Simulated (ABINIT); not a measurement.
Cu, 1 atom in the cell. It takes space group Fm-3m (No. 225, cubic). The conventional cell has a = 3.615 Å, b = 3.615 Å, c = 3.615 Å, α = 90.00°, β = 90.00°, γ = 90.00°. Cu (site symmetry m-3m) has 12 Cu at 2.56 Å as nearest neighbours. 

| Quantity | Value |
| --- | --- |
| Program | ABINIT 10.8.3 (patched build) |
| Task | optical spectrum |
| Functional | LDA |
| Potentials or basis | PseudoDojo NC SR LDA v0.4.1 standard |
| Cutoff | 1252 eV |
| k mesh | 14 × 14 × 14, with 4 shifts |
| Occupations | fermi-dirac, width 0.2 eV |
| Spin | no spin polarisation |
| Bands in the sums | 22 |
| Broadening (eV) | 0.1 |
| Scissor shift (eV) | 0 |
| Tensor components | [11] |

Potentials or basis: PseudoDojo NC SR LDA v0.4.1 standard.

Launch:

```sh
$ abinit run.abi > log 2>&1
$ optic optic.abi > optic.log 2>&1
```

Hardware: 1 thread of Arm Neoverse V1 (shared host).

Q: How long does it take, and how much memory?

A: Run time: 8.5 min on 1 thread of Arm Neoverse V1 (shared host), peak memory 6.1 GiB. Counts: scf iterations 10, mpi ranks 1, k points 280, bands 14, plane waves 1239.
